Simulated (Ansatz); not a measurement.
## Relaxing Be

Computed with DFT PBE, scalar-relativistic, plane waves, PAW in Ansatz 0.2.0.

Be was placed on the sites of a reported O cell (P6_3/mmc, No. 194), at a guessed volume.

The final relaxation ran on this input, with the default PAW datasets:

```yaml
crystal:
  lattice:
    - [2.1943935892, 0.0, 0.0]
    - [-1.0971967946, 1.9004005942, 0.0]
    - [0.0, 0.0, 8.4075846354]
  atoms:
    - { symbol: Be, position: [0.3333333333, 0.6666666667, 0.1089563272] }
    - { symbol: Be, position: [0.6666666667, 0.3333333333, 0.6089563272] }
    - { symbol: Be, position: [0.3333333333, 0.6666666667, 0.3910436728] }
    - { symbol: Be, position: [0.6666666667, 0.3333333333, 0.8910436728] }
basis:
  ecutwfc: 420
kpoints:
  mp_grid: { grid: [24, 24, 6] }
hamiltonian:
  xc: pbe
scf:
  occupations: { method: gaussian, width: 0.1 }
output:
  forces: true
  stress: true
  eigenvalues: true
relax:
  adjacent_minimum: "off"
  f_tol: 0.01
  max_steps: 80
  cell: { stress_tol: 0.05 }
```

It can be run as:

```bash
ansatz run input.yaml --threads 1 --pin off --backend cpu --events-out ev --progress --plain --runs-dir out  # memory cap (--max-ram) not shown
```

The program printed at the end:

```
SCF converged after 4 iterations
Free energy (F): -369.831687 eV
Harris-Foulkes:  -369.831687 eV  (|F-HF|=2.17e-11)
Internal energy: -369.826821 eV  (E = F + TS)
E sigma→0 (E₀):  -369.829254 eV
Entropy (-TS):   -0.004866 eV (-1.216 meV/atom)
Fermi energy:    6.510688 eV
--- Per-component energies (eV) ---
  E_band       = 18.583141
  E_kinetic    = 80.686874
  E_local      = 0.352385  (includes V_loc(G=0)·N_el)
  E_nonlocal   = 18.636020
  E_hartree    = 2.994985
  E_xc         = -77.657090
  E_vxc        = -81.301363  (∫ρ·V_xc dr)
  E_paw        = -238.347866  (= ΣΔE_a)
  E_vpaw       = -5.780724  (= ΣTr[D̂ρ^β])
  E_aug_tail   = -0.000002  (compensation charges beyond the density's cutoff)
  E_ewald      = -156.492126
  E_smearing   = -0.004866  (= −TS)
  E_closure    = 0.000000  (closes the sum)
  Σ components = -369.831687   (vs F -369.831687, Δ=0.00e0)
--- Forces (eV/Å), atoms counted from 1 ---
  atom   1  Be     0.00000000     0.00000000    -0.00219828
  atom   2  Be     0.00000000     0.00000000    -0.00219828
  atom   3  Be     0.00000000     0.00000000     0.00219828
  atom   4  Be     0.00000000     0.00000000     0.00219828
  max |Σ_I F_I| component: 7.40e-17 eV/Å
--- Stress (GPa, compression-positive) ---
        0.027396       0.000000       0.000000
        0.000000       0.027396       0.000000
        0.000000       0.000000      -0.028836
  P = ⅓ Tr σ = 0.0087 GPa (0.087 kbar)
--- Relaxed structure (3 steps of the walk, 3 accepted, 1 SCFs on fresh bases) ---
  F+E_penalty+E_count = -369.83168686 eV   max|allowed force component| = 2.198e-3 eV/Å   (the final SCF, on the basis selected at the relaxed cell)
  cell:  # Å, volume = 35.3629 Å³
    - [2.195119, 0.000000, 0.0]
    - [-1.097560, 1.901029, 0.000000]
    - [0.0, 0.000000, 8.474238]
  atoms:
    - { symbol: Be, position: [0.333333, 0.666667, 0.107377] }
    - { symbol: Be, position: [0.666667, 0.333333, 0.607377] }
    - { symbol: Be, position: [0.333333, 0.666667, 0.392623] }
    - { symbol: Be, position: [0.666667, 0.333333, 0.892623] }
```

Total energies depend on the potentials used, so only differences within one code and one set of settings carry meaning.

The result has space group P6_3/mmc (No. 194). Be is coordinated by 9 Be at 2.20–2.22 Å and 1 Be at 2.42 Å.

It lies 0.31 eV/atom above the element's standard state at the same level.

For metals, differences of a few meV/atom aren't resolved.

A later test with randomly moved atoms lowered the energy by 270 meV/atom on a coarse mesh, so it isn't stable against such moves and is likely a saddle point held by symmetry.